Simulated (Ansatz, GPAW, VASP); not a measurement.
**Al: 4 runs at one level of theory**

```
CELL_PARAMETERS angstrom
0.00000 2.02481 2.02481
2.02481 0.00000 2.02481
2.02481 2.02481 0.00000
ATOMIC_POSITIONS crystal
Al 0.00000 0.00000 0.00000
```

Alike in all runs: task single point; functional RPBE; k mesh 11 × 11 × 11; occupations gaussian, width 0.05 eV; no spin polarisation; no spin-orbit coupling. Pressure is positive in compression and, in plane waves, holds the error of the finite cutoff.

```json
{"program and potentials": "GPAW, the program's PAW data sets (release 1.2.1) made for this functional", "plane-wave cutoff (eV)": "600", "notes": "-", "pressure (GPa)": "1.14"}
{"program and potentials": "VASP, PBE PAW files Al, 500 eV", "plane-wave cutoff (eV)": "500", "notes": "potentials made for PBE", "pressure (GPa)": "0.80"}
{"program and potentials": "Ansatz, all-electron LAPW, scalar-relativistic", "plane-wave cutoff (eV)": "-", "notes": "-", "pressure (GPa)": "1.01"}
{"program and potentials": "VASP, PBE PAW files Al, 520 eV", "plane-wave cutoff (eV)": "520", "notes": "potentials made for PBE", "pressure (GPa)": "0.80"}
```

The pressure spans 0.80 (VASP, PBE PAW files Al, 500 eV) to 1.14 GPa (GPAW, the program's PAW data sets (release 1.2.1) made for this functional), with all-electron results at 1.01.

The functional is the same throughout but for its coding, so the spread measures potentials, basis and numerics; runs on potential files found faulty are left out.

All four runs put the cell under compression, so at this level of theory fcc aluminium would relax to a somewhat larger volume. This fits the known behaviour of RPBE: its exchange enhancement rises more steeply with the reduced density gradient than that of PBE, which favours inhomogeneous densities and weakens cohesion, usually lengthening bonds. In a nearly free-electron metal the effect is modest, and the pressures are small beside the bulk modulus, so the differences between codes amount to only slight shifts in equilibrium lattice constant.

The all-electron value of 1.01 GPa lies between the GPAW result and the two VASP results, with GPAW the closer. The identical 0.80 GPa at both VASP cutoffs gives no sign that the offset comes from the basis, though the step between them is short. Core-valence exchange inherited from PBE potentials may contribute, but other differences in PAW construction could do the same. A single volume fixes the direction of relaxation, not the equilibrium lattice constant.
